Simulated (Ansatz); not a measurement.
# PbSe2: the cost of one run

Method: DFT r2SCAN, scalar-relativistic, plane waves, PAW, in Ansatz 0.2.0.

1 further run of the same task is left out (set aside as unsound or not needed). Runs told in other sessions of the task aren't counted.

**1. The starting structure**

The structure is hexagonal, space group P6_322 (No. 182). Conventional cell: a = 5.036 Å, b = 5.036 Å, c = 8.565 Å, α = 90.00°, β = 90.00°, γ = 120.00°. Around Si (site symmetry 3) lie 4 O at 1.60 to 1.61 Å. O (site symmetry 2) is surrounded by 2 Si at 1.61 Å. O (site symmetry 32) is surrounded by 2 Si at 1.60 Å.

Coordinates:

```
Si O
1.0
     5.03608    0.00000    0.00000
    -2.51804    4.36137    0.00000
     0.00000    0.00000    8.56508
Si O
4 8
Direct
  0.66667 0.33333 0.93705
  0.66667 0.33333 0.56295
  0.33333 0.66667 0.06295
  0.33333 0.66667 0.43705
  0.00000 0.41331 0.00000
  0.41331 0.41331 0.50000
  0.58669 0.00000 0.50000
  0.58669 0.58669 0.00000
  0.00000 0.58669 0.50000
  0.66667 0.33333 0.75000
  0.33333 0.66667 0.25000
  0.41331 0.00000 0.00000
```

It goes back to an entry of the Materials Project, which need not be the stable form.

This cell was relaxed beforehand with the same method: volume 15.68 Å³/atom, gap on the mesh 6.18 eV.

**2. O → Se, Si → Pb: the starting cell**

PbSe2 starts from the relaxed positions of SiO2, with all lengths scaled by 1.346, a guess from tabulated radii.

**3. Probe: one point at the start (PbSe2)**

File input.yaml:

```yaml
crystal:
  lattice:
    - [6.7781514899, 0.0, 0.0]
    - [-3.3890757449, 5.8700513809, 0.0]
    - [0.0, 0.0, 11.5279042218]
  atoms:
    - { symbol: Pb, position: [0.6666666667, 0.3333333333, 0.9370460698] }
    - { symbol: Pb, position: [0.6666666667, 0.3333333333, 0.5629539302] }
    - { symbol: Pb, position: [0.3333333333, 0.6666666667, 0.0629539302] }
    - { symbol: Pb, position: [0.3333333333, 0.6666666667, 0.4370460698] }
    - { symbol: Se, position: [0.0, 0.4133082251, 0.0] }
    - { symbol: Se, position: [0.4133082251, 0.4133082251, 0.5] }
    - { symbol: Se, position: [0.5866917749, 0.0, 0.5] }
    - { symbol: Se, position: [0.5866917749, 0.5866917749, 0.0] }
    - { symbol: Se, position: [0.0, 0.5866917749, 0.5] }
    - { symbol: Se, position: [0.6666666667, 0.3333333333, 0.75] }
    - { symbol: Se, position: [0.3333333333, 0.6666666667, 0.25] }
    - { symbol: Se, position: [0.4133082251, 0.0, 0.0] }
basis:
  ecutwfc: 500
kpoints:
  mp_grid: { grid: [3, 3, 2] }
hamiltonian:
  xc: r2scan
scf:
  occupations: { method: gaussian, width: 0.1 }
output:
  forces: true
  stress: true
  eigenvalues: true
```

Command:

```console
$ ansatz run input.yaml --threads 2 --pin off --max-ram 5120MiB --backend cpu --events-out ev --progress --plain --runs-dir out
```

Q: Estimate wall time and peak memory on 2 threads of Arm Neoverse V2, shared host.

About 36 s, with a peak of 1.6 GiB.
